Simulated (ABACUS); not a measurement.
# Ga under changes of volume

One of the cells (17.718 Å³/atom); the others are scaled copies at fixed shape and fractional positions:

```
Ga
1.0
    -1.38440    1.38440    2.31122
     1.38440   -1.38440    2.31122
     1.38440    1.38440   -2.31122
Ga
1
Direct
  0.00000 0.00000 0.00000
```

This isn't the form of Ga at room conditions, which is orthorhombic.

- Program: ABACUS 3.10.1
- Functional: PBE
- Potentials or basis: PseudoDojo NC SR 0.4.1 PBE standard
- Cutoff: 1102 eV
- Density cutoff: 4408 eV
- Basis: plane waves
- k mesh: 13 × 13 × 13
- Occupations: fermi-dirac, width 0.05 eV
- Spin: no spin polarisation

```csv
volume (Å³/atom),energy over the lowest point (meV/atom),pressure (GPa)
16.655,50.27,8.5
17.010,?,?
17.364,20.71,5.0
17.718,11.29,3.6
18.073,4.95,2.3
18.427,1.30,1.2
18.781,0.00,0.2
```

Task: What does the run at 17.010 Å³/atom give?

Result: Energy over the lowest point 33.57 meV/atom; pressure 6.7 GPa.

Worked out: A Birch-Murnaghan fit of order 3 (a polynomial in V^(-2/3)) to the other rows has its minimum at 18.81 Å³/atom, just outside them, with B0 = V·E''(V) = 50 GPa and B' = 5.6 at fixed shape and positions, which overstates the stiffness. It gives 33.52 meV/atom at 17.010 Å³/atom, against the run's 33.57, and -dE/dV = 6.6 GPa, against 6.7.

Energies are extrapolated to zero smearing.
